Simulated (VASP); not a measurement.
Ru, 2 atoms in the cell. Symmetry: Fd-3m, No. 227, cubic system. Conventional cell: a = 5.250 Å, b = 5.250 Å, c = 5.250 Å, α = 90.00°, β = 90.00°, γ = 90.00°. Around Ru (site symmetry -43m) lie 4 Ru at 2.27 Å. This isn't the form of Ru at room conditions, which is hcp.

- Program: VASP 6.6.1
- Task: single point
- Functional: revPBE
- Potentials or basis: VASP PAW PBE potentials, release 64 (Ru_pv)
- Cutoff: 520 eV
- k mesh: 11 × 11 × 11
- Occupations: fermi-dirac, width 0.1 eV
- Spin: no spin polarisation
- Dipole correction: no
- Further INCAR settings: ALGO = Fast; EDIFF = 1e-06; NBANDS = 21

Potentials or basis: VASP PAW PBE potentials, release 64 (Ru_pv).

Run with:

```sh
$ cat potpaw_PBE.64/Ru_pv/POTCAR > POTCAR
$ mpirun -np 1 vasp_std > vasp.out
```

Hardware: 1 thread of AMD EPYC 7R43 64-Core Processor (Zen 3), on a shared host.

Problem. Estimate the wall time of this run.

Solution. Run time: 58 s on 1 thread of AMD EPYC 7R43 64-Core Processor (Zen 3), on a shared host, peak memory 0.14 GiB. Counts: scf iterations 13, k points 56.
